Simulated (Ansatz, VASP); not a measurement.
# BAs in VASP and in Ansatz

File INCAR:

```
PREC     = Accurate       # precision mode
ENCUT    = 520            # plane-wave cutoff, eV
EDIFF    = 1E-6           # SCF threshold, eV
ISMEAR   = -1             # smearing method
SIGMA    = 0.08           # smearing width, eV
LREAL    = F              # projectors in reciprocal space
LASPH    = T              # aspherical terms in the spheres
NELM     = 100            # most SCF steps
ALGO     = Normal         # electronic algorithm
ISIF     = 2              # what is computed and relaxed
LWAVE    = F              # write WAVECAR
LCHARG   = F              # write CHGCAR
GGA      = CA             # functional
NBANDS   = 11             # bands
```

KPOINTS

```
regular mesh
0
Gamma
  18 18 18
```

POSCAR

```
BAs
1.0
    0.0000000000      1.9779343055      1.9779343055
    1.9779343055      0.0000000000      1.9779343055
    1.9779343055      1.9779343055      0.0000000000
B As
1 1
Direct
    0.0000000000      0.0000000000      0.0000000000
    0.5000000000      0.5000000000      0.5000000000
```

Input for Ansatz:

```yaml
crystal:
  lattice:
    - [0.0, 1.9779343055, 1.9779343055]
    - [1.9779343055, 0.0, 1.9779343055]
    - [1.9779343055, 1.9779343055, 0.0]
  atoms:
    - { symbol: B, position: [0.0, 0.0, 0.0] }
    - { symbol: As, position: [0.5, 0.5, 0.5] }
kpoints:
  mp_grid: { grid: [18, 18, 18] }
scf:
  occupations: { method: fermi_dirac, width: 0.08 }
hamiltonian:
  xc: lda
  pseudopotentials: { kind: paw }
output:
  forces: true
  stress: true
  eigenvalues: true
```

Change from the starting cell: volume scaled by 0.662, to set the pressure.

Alike in both runs: task single point; functional LDA; k mesh 18 × 18 × 18; occupations fermi-dirac, width 0.08 eV; no spin polarisation.

|  | VASP | Ansatz |
| --- | --- | --- |
| version | VASP 6.6.1 | Ansatz 0.2.0 |
| potentials or method | VASP PAW LDA potentials, release 64 (B, As) | PAW with Ansatz's default frozen-core files, scalar-relativistic |
| plane-wave cutoff (eV) | 520 | 420 |
| valence electrons in the cell | 8 | 18 |

|  | VASP | Ansatz | Ansatz less VASP |
| --- | --- | --- | --- |
| pressure (GPa) | 144.8 | 139.8 | -4.91 |

The two sets of potentials don't hold the same shells in valence.

Caveats: the cell as given lies far from equilibrium; so large a pressure means that the cell lies far from this level's equilibrium, or that cutoff or potentials fall short (VASP).
